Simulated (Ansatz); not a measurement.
**CdTe: stationary points along a deformation path**

Theory: DFT PBE, scalar-relativistic, plane waves, PAW in Ansatz. Cutoff 420 eV, Γ-centred 8×8×8 k-points, Gaussian smearing of 0.05 eV. Spin–orbit coupling is left out, which matters for the heavy elements here. No spin polarisation. Energies are free energies at this smearing, counted from the undisturbed cell; pressure is positive in compression.

The starting cell (as given, not relaxed at this level; it stands at 4.2 GPa):

```
Cd Te
1.0
     0.00000    3.20500    3.20500
     3.20500    0.00000    3.20500
     3.20500    3.20500    0.00000
Cd Te
1 1
Direct
  0.00000 0.00000 0.00000
  0.75000 0.75000 0.75000
```

At fixed volume and fractional coordinates, lengths along (0.000, 0.000, 1.000) are scaled against those across it; ρ is that ratio over its starting value. V = 32.922 Å³/atom. Δσ is the stress along the axis less the mean stress across it (compression positive).

```
    ρ  ΔE (meV/atom)  Δσ (GPa) space group
0.650           92.9      3.05        I-4m2
0.707           62.5      2.29        I-4m2
0.780           35.7      1.73        I-4m2
0.850           17.5      1.35        I-4m2
0.920            5.3      0.86        I-4m2
0.960            1.4      0.48        I-4m2
1.000            0.0      0.00        F-43m
1.050            2.3     -0.73        I-4m2
1.100            9.7     -1.61        I-4m2
1.200           41.2     -3.80        I-4m2
1.300           96.9     -6.44        I-4m2
1.414          189.4     -9.76        I-4m2
1.500          277.4    -11.85        I-4m2
```

Q: How does the stress give the slope of the energy, and where is the energy stationary?

A: Along the path d ln(length) is 2/3 d ln ρ on the axis and −1/3 d ln ρ across it, so dE/d ln ρ = −(2/3) V Δσ: the energy falls with ρ where Δσ is positive. Δσ vanishes or changes sign at ρ = 1.000 (F-43m), a minimum at 0.0 meV/atom. Pairs of stationary points between two samples would go unseen, and could change a minimum read from distant neighbours into a maximum. At ρ = 1.000 the cell is cubic, where symmetry alone makes the stress isotropic and the slope zero.

Q: Which shear constant sets the curvature at ρ = 1?

A: For a cubic crystal E/V = (2/3) C (ln ρ)² with C = C′ = (C11 − C12)/2, so Δσ = −2C ln ρ. The parabola of Δσ against ln ρ through ρ = 0.960, 1 and 1.050 gives C ≈ 6.6 GPa with the ions clamped, rough because the steps are large. It is the stress–strain coefficient at this cell's pressure of 4.2 GPa, not the zero-pressure constant.

Q: Integrate that slope from ρ = 1 to 1.200 by the trapezoid rule.

A: With V/N in Å³ and 1 eV/Å³ = 160.2 GPa the slopes at ρ = 1.000, 1.050, 1.100, 1.200 are 0, 100, 220, 520 meV/atom per unit of ln ρ. The steps add 2.4 + 7.5 + 32.2 = 42.1 meV/atom, against 41.2 from the energies; the trapezoid rule misses the curvature of the slope within each step.

The gap closes along the scan, which can put kinks into the curve.